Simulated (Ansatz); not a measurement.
Defect calculation, host WS2

Computed with DFT PBE+D3(BJ), scalar-relativistic, plane waves, PAW (Ansatz). Settings: 420 eV cutoff, 3×3×2 k-mesh, shifted by half a step, Gaussian smearing of 0.01 eV, collinear spin in charge 0 alone.

Host crystal, relaxed:

```cif
data_structure
_symmetry_space_group_name_H-M 'P 1'
_symmetry_Int_Tables_number 1
_cell_length_a 3.1541
_cell_length_b 3.1541
_cell_length_c 12.1445
_cell_angle_alpha 90.000
_cell_angle_beta 90.000
_cell_angle_gamma 120.000
_cell_volume 104.63
loop_
_atom_site_label
_atom_site_type_symbol
_atom_site_fract_x
_atom_site_fract_y
_atom_site_fract_z
_atom_site_occupancy
W1 W 0.33333 0.66667 0.75000 1
W2 W 0.66667 0.33333 0.25000 1
S1 S 0.33333 0.66667 0.12033 1
S2 S 0.66667 0.33333 0.62033 1
S3 S 0.33333 0.66667 0.37967 1
S4 S 0.66667 0.33333 0.87967 1
```

Supercell of 24 atoms, rows in host cell vectors: 2 0 0; -2 -2 0; 0 0 -1. Atoms relax at the host's cell from a start displaced at random by 0.06 Å near the defect, so other minima may exist. The cell is small, so energies carry finite-size errors of tenths of an eV. The host's Kohn–Sham gap is 0.88 eV. Atoms are taken from and returned to the elements' standard states. Charged cells are corrected for image charges with the computed static dielectric tensor (mean 11.7) and aligned with the host's potential at far atoms (alignment terms reach 0.19 eV; the program doubts the alignment in some charges, where it is up to 0.07 eV). No band-filling term is added, and the Fermi level counts from the host's valence band top.

Spin-orbit coupling is left out, which matters for the bands and energies of heavy elements.

The defect is an interstitial at (0.000, 0.000, 0.192) of the host cell.

| charge | E_f at the valence band top (eV) | over the neutral state (eV) | moment (μB) | largest move (Å) | atoms near the site |
| --- | --- | --- | --- | --- | --- |
| +1 | 1.15 | -0.45 | 0.00 | 0.70 | 3 W at 1.85 Å |
| 0 | 1.60 | 0.00 | 0.11 | 0.70 | 3 W at 1.89 Å, 6 S at 2.43 Å |
| -1 | 2.46 | 0.86 | 0.00 | 0.70 | 2 W at 1.96 Å, 1 W at 1.97 Å, 2 S at 2.39 Å, 4 S at 2.42 Å |

Among the charges computed the stable one is +1 at the valence band top, changing to 0 at 0.45 eV, changing to -1 at 0.86 eV. In charge 0, -1 the cell has partly filled bands: a level of the defect may be part filled, the carrier may sit in the host's bands, or levels may cross between the k points, so transitions that involve it are doubtful. Other sites of the defect weren't tried. Fractional moments come from partly filled bands of the small cell.

(1) Which element is it? Judge by the nearest distance in charge 0 and covalent radii.
A. Nb
B. O
C. H
D. Sb
E. K

Results:

(1) C. The nearest neighbour is W at 1.89 Å, and the summed covalent radii with W are 1.93 Å for H, 3.65 Å for K, 3.26 Å for Nb, 2.28 Å for O, 3.01 Å for Sb, so H fits best. Bonds can miss such sums by a tenth of an ångström or more.